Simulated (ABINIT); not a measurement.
Runs of ABINIT 10.8.3 (patched build) on Si2W. Symmetry: I4/mmm, No. 139, tetragonal system. Conventional cell: a = 3.214 Å, b = 3.214 Å, c = 7.830 Å, α = 90.00°, β = 90.00°, γ = 90.00°. Around W (site symmetry 4/mmm) lie 10 Si at 2.62 Å. Si (site symmetry 4mm) has 5 Si at 2.59 to 2.63 Å and 5 W at 2.62 Å as nearest neighbours. 

```tsv
task	level	potentials or basis	cell	k mesh	cutoff (eV)	cell freedom (optcell)	optimiser (ionmov)	cutoff smearing ecutsm (Ha)	force stop (Ha/bohr)	fine-grid cutoff	gap on the mesh (eV)	pressure (GPa)	relaxed volume (Å³/atom)	largest force (eV/Å)
relaxation of cell and atoms	PBE	PseudoDojo NC SR PBE v0.4.1 standard	relaxed	9 × 9 × 9	1007	2	2	0.5	2e-05	-	none	0.0	(b)	-
relaxation of cell and atoms	LDA	PseudoDojo NC SR LDA v0.4.1 standard	relaxed	9 × 9 × 9	952	2	2	0.5	2e-05	-	none	0.0	13.12	-
single point	LDA	PseudoDojo NC SR LDA v0.4 stringent	as given	9 × 9 × 9	1578	-	-	-	-	-	none	-6.6	-	0.09
positron lifetime	PBEsol	JTH PAW PBE v2.0	as given	8 × 8 × 8	435	-	-	-	-	870.764 eV	none	-2.1	-	0.02
positron lifetime	PBE	JTH PAW PBE v2.0	as given	8 × 8 × 8	435	-	-	-	-	870.764 eV	none	3.0	-	0.03
optical spectrum	PBE	PseudoDojo NC SR PBE v0.4.1 standard	as given	12 × 12 × 12	816	-	-	-	-	-	none	3.2	-	(a)
relaxation of cell and atoms	LDA	JTH PAW LDA v2.0	relaxed	9 × 9 × 9	435	2	2	0.5	2e-05	870.764 eV	none	0.0	13.15	-
single point	PBE	PseudoDojo NC SR PBE v0.4.1 standard	as given	9 × 9 × 9	816	-	-	-	-	-	none	3.2	-	0.04
single point	LDA	PseudoDojo NC SR LDA v0.4.1 standard	as given	9 × 9 × 9	816	-	-	-	-	-	none	-6.4	-	0.09
single point	PBE	PseudoDojo NC SR PBE v0.4.1 standard	as given	9 × 9 × 9	1007	-	-	-	-	-	none	3.4	-	0.04
relaxation of cell and atoms	PBEsol	PseudoDojo NC SR PBEsol v0.4.1 standard	relaxed	9 × 9 × 9	1007	2	2	0.5	2e-05	-	none	0.0	13.37	-
optical spectrum	LDA	PseudoDojo NC SR LDA v0.4 stringent	as given	12 × 12 × 12	1578	-	-	-	-	-	none	-6.6	-	0.06
```

Alike in all rows: no spin polarisation; smearing fermi-dirac 0.05 eV.

Question: Fill in the values left out.

Answer: (a) 0.08; (b) 13.68.

Caveats: the PAW basis is incomplete for the positron (some runs); the intraband (Drude) term is left out (some runs); spectra need much finer meshes, so this one isn't converged (some runs); the PAW data sets were made with another functional, which shifts forces and pressure a little (some runs).

A k mesh can miss the band edges, and the runs leave out spin-orbit coupling on W.

A gap of «none» marks a metal or a gap under the smearing width.

Not every run made on this cell is shown here.
